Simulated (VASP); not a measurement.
## VASP 6.6.1, PBE single-point calculation, KI (strained zincblende)

INCAR

```
ISIF = 2
ISMEAR = -1
IBRION = -1
LWAVE = .FALSE.
PREC = Accurate
LREAL = .FALSE.
GGA = PE
NBANDS = 15
ENCUT = 520
SIGMA = 0.02
NELM = 120
EDIFF = 1E-7
LCHARG = .FALSE.
NSW = 0
LASPH = .TRUE.
```

KPOINTS

```
KPOINTS created by Atomic Simulation Environment
0
Gamma
6 6 6
0 0 0
```

KPOINTS_OPT

```
special points
7
Reciprocal
0.0000000000 0.0000000000 0.0000000000 1
-0.5000000000 -0.5000000000 0.0000000000 1
-0.3750000000 -0.3750000000 0.2500000000 1
-0.3750000000 0.0000000000 0.3750000000 1
0.0000000000 0.0000000000 0.5000000000 1
-0.5000000000 -0.2500000000 0.2500000000 1
0.0000000000 0.1458330000 -0.1458330000 1
```

POSCAR

```
K  I
 1.0000000000000000
    -0.0132196470000000    3.9526744507000000    3.9526744507000000
     3.9526744507000000   -0.0132196470000000    3.9526744507000000
     3.9526744507000000    3.9526744507000000   -0.0132196470000000
 K   I
   1   1
Cartesian
 -0.0013317010789686 -0.0013317010789686 -0.0013317010789686
  1.9743640146789687  1.9743640146789687  1.9743640146789687
```

VASP ran with the recommended PBE PAW datasets (16 valence electrons in the cell).

Command

```
mpirun -np 1 vasp_std
```

OSZICAR

```
N       E                     dE             d eps       ncg     rms          rms(c)
DAV:   1     0.933995917075E+02    0.93400E+02   -0.60649E+03   960   0.862E+02
DAV:   2     0.159200966453E+01   -0.91808E+02   -0.85376E+02  1213   0.201E+02
DAV:   3    -0.511025948895E+01   -0.67023E+01   -0.66707E+01  1382   0.485E+01
DAV:   4    -0.556531132168E+01   -0.45505E+00   -0.45493E+00  1714   0.105E+01
DAV:   5    -0.556628041263E+01   -0.96909E-03   -0.96908E-03  1381   0.587E-01    0.297E+00
DAV:   6    -0.538862086879E+01    0.17766E+00   -0.20178E-01  1268   0.213E+00    0.218E+00
DAV:   7    -0.536578950182E+01    0.22831E-01   -0.21548E-01  1359   0.192E+00    0.936E-01
DAV:   8    -0.538174292219E+01   -0.15953E-01   -0.22933E-02  1194   0.835E-01    0.152E-01
DAV:   9    -0.538418914239E+01   -0.24462E-02   -0.38267E-03  1023   0.271E-01    0.107E-01
DAV:  10    -0.538505055627E+01   -0.86141E-03   -0.56113E-04   984   0.140E-01    0.252E-02
DAV:  11    -0.538516010046E+01   -0.10954E-03   -0.16150E-04  1156   0.660E-02    0.243E-02
DAV:  12    -0.538518234184E+01   -0.22241E-04   -0.24174E-05  1009   0.340E-02    0.902E-03
DAV:  13    -0.538518305992E+01   -0.71808E-06   -0.51183E-07  1497   0.507E-03    0.518E-03
DAV:  14    -0.538518359684E+01   -0.53692E-06   -0.94395E-07  1030   0.462E-03    0.805E-04
DAV:  15    -0.538518359224E+01    0.45989E-08   -0.61864E-08  1049   0.147E-03
   1 F= -.53851836E+01 E0= -.53851836E+01  d E =-.317887E-12
       N       E                     dE             ncg
DAV:   1     0.325232104219E+03   -0.27502E+04      210
DAV:   2    -0.316130764894E+03   -0.64136E+03      259
DAV:   3    -0.361716986933E+03   -0.45586E+02      317
DAV:   4    -0.364447668244E+03   -0.27307E+01      368
DAV:   5    -0.364457616790E+03   -0.99485E-02      295
DAV:   6    -0.364457856783E+03   -0.23999E-03      319
DAV:   7    -0.364457862045E+03   -0.52623E-05      335
DAV:   8    -0.364457862160E+03   -0.11446E-06      288
DAV:   9    -0.364457862162E+03   -0.23224E-08      238
```

From OUTCAR

```
k-points           NKPTS =     32   k-points in BZ     NKDIM =     32   number of bands    NBANDS=     15

   NELECT =      16.0000    total number of electrons

   dimension x,y,z NGX =    42 NGY =   42 NGZ =   42
   dimension x,y,z NGXF=    84 NGYF=   84 NGZF=   84

  energy-cutoff  :      520.00
  volume of cell :      124.13
      direct lattice vectors                 reciprocal lattice vectors
    -0.013219647  3.952674451  3.952674451    -0.125863794  0.126286156  0.126286156
     3.952674451 -0.013219647  3.952674451     0.126286156 -0.125863794  0.126286156
     3.952674451  3.952674451 -0.013219647     0.126286156  0.126286156 -0.125863794

 k-points in reciprocal lattice and weights: KPOINTS created by Atomic Simulation Env
   0.00000000  0.00000000  0.00000000       0.005
   0.16666667  0.00000000  0.00000000       0.028
   0.33333333  0.00000000  0.00000000       0.028
   0.50000000  0.00000000  0.00000000       0.014
   0.16666667  0.16666667  0.00000000       0.028
   0.33333333  0.16666667  0.00000000       0.056
   0.50000000  0.16666667  0.00000000       0.056
  -0.33333333  0.16666667  0.00000000       0.056
   ...

 E-fermi :  -1.6038

 k-point     1 :       0.0000    0.0000    0.0000
  band No.  band energies     occupation
      1     -30.6210      2.00000
      2     -14.1167      2.00000
      3     -14.1163      2.00000
      4     -14.1163      2.00000
      5     -12.1857      2.00000
      6      -2.1717      2.00000
      7      -2.1717      2.00000
      8      -2.1658      2.00000
      9       1.7694      0.00000
     10       5.3800      0.00000
     11       5.3800      0.00000
     12       5.9965      0.00000
     13       5.9965      0.00000
     14       6.0221      0.00000
     15       6.9807      0.00000

 k-point     2 :       0.1667    0.0000    0.0000
  band No.  band energies     occupation
      1     -30.6209      2.00000
      2     -14.1315      2.00000
      3     -14.1174      2.00000
      4     -14.1170      2.00000
      5     -12.1601      2.00000
      6      -2.3104      2.00000
      7      -2.1728      2.00000
      8      -2.1681      2.00000
      9       2.1727      0.00000
     10       5.1462      0.00000
     11       5.1576      0.00000
     12       5.6210      0.00000
     13       6.2983      0.00000
     14       6.3263      0.00000
     15       6.4762      0.00000

 k-point     3 :       0.3333    0.0000    0.0000
  band No.  band energies     occupation
      1     -30.6207      2.00000
      2     -14.1606      2.00000
      3     -14.1190      2.00000
      4     -14.1185      2.00000
      5     -12.1103      2.00000
      6      -2.5386      2.00000
      7      -2.1754      2.00000
      8      -2.1718      2.00000
      9       3.0047      0.00000
     10       4.8383      0.00000
     11       4.9710      0.00000
     12       4.9958      0.00000
     13       6.3108      0.00000
     14       6.3600      0.00000
     15       6.3876      0.00000

 k-point     4 :       0.5000    0.0000    0.0000
  band No.  band energies     occupation
      1     -30.6206      2.00000
      2     -14.1746      2.00000
      3     -14.1197      2.00000
      4     -14.1193      2.00000
      5     -12.0859      2.00000
      6      -2.6347      2.00000
      7      -2.1769      2.00000
      8      -2.1738      2.00000
      9       3.5057      0.00000
     10       4.3444      0.00000
     11       4.9401      0.00000
     12       4.9719      0.00000
     13       6.2871      0.00000
     14       6.3053      0.00000
     15       6.8629      0.00000

 k-point     5 :       0.1667    0.1667    0.0000
  band No.  band energies     occupation
      1     -30.6209      2.00000
      2     -14.1350      2.00000
      3     -14.1184      2.00000
      4     -14.1181      2.00000
      5     -12.1517      2.00000
      6      -2.3261      2.00000
      7      -2.1869      2.00000
      8      -2.1826      2.00000
      9       2.3062      0.00000
     10       4.6590      0.00000
     11       5.5833      0.00000
     12       5.6704      0.00000
     13       6.2142      0.00000
     14       6.2343      0.00000
     15       6.9049      0.00000

 k-point     6 :       0.3333    0.1667    0.0000
  band No.  band energies     occupation
      1     -30.6207      2.00000
      2     -14.1581      2.00000
      3     -14.1202      2.00000
      4     -14.1200      2.00000
      5     -12.1101      2.00000
      6      -2.4887      2.00000
      7      -2.2107      2.00000
      8      -2.1913      2.00000
      9       2.9863      0.00000
     10       4.3639      0.00000
     11       5.0583      0.00000
     12       5.4904      0.00000
     13       6.4006      0.00000
     14       6.4547      0.00000
     15       6.5927      0.00000

 k-point     7 :       0.5000    0.1667    0.0000
  band No.  band energies     occupation
      1     -30.6205      2.00000
      2     -14.1757      2.00000
      3     -14.1226      2.00000
      4     -14.1206      2.00000
      5     -12.0777      2.00000
      6      -2.5846      2.00000
      7      -2.2575      2.00000
      8      -2.1872      2.00000
      9       3.6628      0.00000
     10       4.0593      0.00000
     11       4.9188      0.00000
     12       5.1967      0.00000
     13       6.4018      0.00000
     14       6.5276      0.00000
     15       6.8655      0.00000

 k-point     8 :      -0.3333    0.1667    0.0000
  band No.  band energies     occupation
      1     -30.6206      2.00000
      2     -14.1711      2.00000
      3     -14.1230      2.00000
      4     -14.1196      2.00000
      5     -12.0858      2.00000
      6      -2.5508      2.00000
      7      -2.2733      2.00000
      8      -2.1739      2.00000
      9       3.5002      0.00000
     10       4.3200      0.00000
     11       4.9133      0.00000
     12       4.9559      0.00000
     13       6.4853      0.00000
     14       6.5844      0.00000
     15       6.7036      0.00000

 k-point     9 :      -0.1667    0.1667    0.0000
  band No.  band energies     occupation
      1     -30.6208      2.00000
      2     -14.1492      2.00000
      3     -14.1204      2.00000
      4     -14.1179      2.00000
      5     -12.1268      2.00000
      6      -2.4279      2.00000
      7      -2.2246      2.00000
      8      -2.1646      2.00000
      9       2.7282      0.00000
     10       4.8604      0.00000
     11       4.9259      0.00000
     12       5.2414      0.00000
     13       6.4565      0.00000
     14       6.4904      0.00000
     15       6.6258      0.00000

 k-point    10 :       0.3333    0.3333   -0.0000
  band No.  band energies     occupation
      1     -30.6206      2.00000
      2     -14.1702      2.00000
      3     -14.1220      2.00000
      4     -14.1217      2.00000
      5     -12.0855      2.00000
      6      -2.5622      2.00000
      7      -2.2154      2.00000
      8      -2.2105      2.00000
      9       3.1562      0.00000
     10       4.1934      0.00000
     11       4.9023      0.00000
     12       6.1461      0.00000
     13       6.2866      0.00000
     14       6.2960      0.00000
     15       7.3540      0.00000

 k-point    11 :       0.5000    0.3333   -0.0000
  band No.  band energies     occupation
      1     -30.6204      2.00000
      2     -14.1821      2.00000
      3     -14.1245      2.00000
      4     -14.1227      2.00000
      5     -12.0614      2.00000
      6      -2.5929      2.00000
      7      -2.2845      2.00000
      8      -2.2117      2.00000
      9       3.3025      0.00000
     10       4.1887      0.00000
     11       5.1645      0.00000
     12       5.7790      0.00000
     13       6.3716      0.00000
     14       6.6054      0.00000
     15       6.9471      0.00000

 k-point    12 :      -0.3333    0.3333    0.0000
  band No.  band energies     occupation
      1     -30.6204      2.00000
      2     -14.1811      2.00000
      3     -14.1266      2.00000
      4     -14.1216      2.00000
      5     -12.0615      2.00000
      6      -2.4942      2.00000
      7      -2.4143      2.00000
      8      -2.1938      2.00000
      9       3.5967      0.00000
     10       4.1694      0.00000
     11       5.1307      0.00000
     12       5.2414      0.00000
     13       6.3501      0.00000
     14       6.6594      0.00000
     15       6.9455      0.00000

 k-point    13 :       0.5000    0.5000    0.0000
  band No.  band energies     occupation
      1     -30.6204      2.00000
      2     -14.1870      2.00000
      3     -14.1238      2.00000
      4     -14.1236      2.00000
      5     -12.0533      2.00000
      6      -2.6540      2.00000
      7      -2.2288      2.00000
      8      -2.2236      2.00000
      9       3.1192      0.00000
     10       4.0862      0.00000
     11       5.7683      0.00000
     12       6.1968      0.00000
     13       6.1999      0.00000
     14       6.6196      0.00000
     15       6.6520      0.00000

 ...

  Total        0.1717525      0.1717525      0.1717525      0.0115825      0.0115825      0.0115825
  in kB        2.2168550      2.2168550      2.2168550      0.1494984      0.1494984      0.1494984
  external PRESSURE =       2.2168550 kB  Pullay stress =       0.0000000 kB

 POSITION                                       TOTAL-FORCE (eV/Angst)
 -----------------------------------------------------------------------------------
      7.89080      7.89080      7.89080        -0.004329     -0.004329     -0.004329
      1.97436      1.97436      1.97436         0.004329      0.004329      0.004329
 -----------------------------------------------------------------------------------
    total drift:                                0.000017      0.000017      0.000017

  FREE ENERGIE OF THE ION-ELECTRON SYSTEM (eV)
  ---------------------------------------------------
  free  energy   TOTEN  =        -5.3851835922 eV

  energy  without entropy=       -5.3851835922  energy(sigma->0) =       -5.38518359
```

```json
{"gap between bands v and c": "3.93 eV", "least direct gap": "3.94 eV", "pressure": "0.2 GPa"}
```

Band v is the last that the valence electrons fill when counted band by band, and c is the next.

The run took about 62 s on one core of a shared host (Intel Xeon Platinum 8488C) and held 0.31 GiB at most.
